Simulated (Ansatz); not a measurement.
# TaN at a changed volume: Ta-181 nuclear quadrupole resonance

Cell: an entry of the Crystallography Open Database (COD), relaxed with PBE at fixed cell and then changed (volume scaled by 0.94, ions relaxed).

```cif
data_structure
_symmetry_space_group_name_H-M 'P 1'
_symmetry_Int_Tables_number 1
_cell_length_a 2.8780
_cell_length_b 2.8780
_cell_length_c 2.8241
_cell_angle_alpha 90.000
_cell_angle_beta 90.000
_cell_angle_gamma 120.000
_cell_volume 20.26
loop_
_atom_site_label
_atom_site_type_symbol
_atom_site_fract_x
_atom_site_fract_y
_atom_site_fract_z
_atom_site_occupancy
Ta1 Ta 0.33333 0.66667 0.50000 1
N2 N 0.00000 0.00000 0.00000 1
```

Atoms are numbered from 1 in the order listed; like atoms form one site, named after its first atom.

Computed with Ansatz: DFT, PBE, plane waves and PAW, scalar-relativistic, collinear spin, 420 eV cutoff, Γ-centred 18×18×16 k-points, Fermi–Dirac smearing 0.05 eV. Start moments as typed (μB): 2 on each Ta, none on the rest.

Ta-181: I = 7/2, Q = 3170 mb (year-2017 value). Static lattice, zero field.

Task: The simulated lines lie at 23.5, 47.1, 70.6 MHz. What are |C_Q|, η and |V_zz| at Ta?

Result: For I = 7/2 and η = 0 the lines are |C_Q|/14 times 1, 2 and 3; η shifts the lowest up most. Here |C_Q| = 330 MHz, η = 0.00 and |V_zz| = 4.30 × 10²¹ V/m². The calculation gives V_zz positive; the lines don't show the sign. The site has 6 N at 2.18 Å.

An axis of threefold or higher order runs through Ta, so V_zz lies along it and η is zero.

With no gap above 0.1 eV, as in a metal, the gradients converge slowly in k; expect changes of a tenth or more on a denser mesh. Without spin–orbit coupling the gradients at and beside Ta can be off by some per cent, at some sites by more. With these PAW files V_zz is typically within 2 to 3 % of all-electron values, but misses above 10 % occur on Ta. At this changed cell the PBE pressure is 30 GPa. The start moments die out, and the run ends without spin.
